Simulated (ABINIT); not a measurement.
Set up this calculation in ABINIT 10.8.3 (patched build), as the native input.

```
Task                : single point
Functional          : LDA
Potentials or basis : JTH PAW LDA v2.0
Cutoff              : 408 eV
k mesh              : 13 × 13 × 10
Occupations         : fermi-dirac, width 0.05 eV
Spin                : no spin polarisation
Fine-grid cutoff    : 816.342 eV
```

TiB2:

```
CELL_PARAMETERS angstrom
3.02920 0.00000 0.00000
-1.51460 2.62336 0.00000
0.00000 0.00000 3.22840
ATOMIC_POSITIONS crystal
Ti 0.00000 0.00000 0.00000
B 0.66667 0.33333 0.50000
B 0.33333 0.66667 0.50000
```

These files were run (other wordings do the same):

run.abi

```
# Pseudopotentials
pp_dirpath "./"
pseudos "Ti.LDA_PW-JTH.xml, B.LDA_PW-JTH.xml"

# Structure
acell 5.7243583767 5.7243583766 6.1007918207
rprim
     1.0000000000     0.0000000000     0.0000000000
    -0.5000000000     0.8660254038     0.0000000000
     0.0000000000     0.0000000000     1.0000000000
ntypat 2
znucl 22 5
natom 3
typat 1 2 2
xred
     0.0000000000     0.0000000000     0.0000000000
     0.6666666667     0.3333333333     0.5000000000
     0.3333333333     0.6666666667     0.5000000000

# Plane-wave basis
ecut 15.0
pawecutdg 30.0

# k points
kptopt 1
ngkpt 13 13 10
nshiftk 1
shiftk 0.0 0.0 0.0

# Exchange and correlation
ixc 7

# Bands and occupations
nband 13
occopt 3
tsmear 0.05 eV

# SCF cycle
nstep 100
tolvrs 1.0e-9

# Output
iomode 3
prtwf 0
prtden 0
prteig 0
prtebands 0
enunit 2
```

Potentials or basis: JTH PAW LDA v2.0.

Command:

```console
$ abinit run.abi > log 2>&1
```

Results of the run:

The pressure is -10.7 GPa and the band gap on the k mesh is none (metal or under the smearing width).

Caveat: the atomic spheres overlap.

It took 24 s on 1 thread of Arm Neoverse V1, on a shared host, peak memory 0.11 GiB.
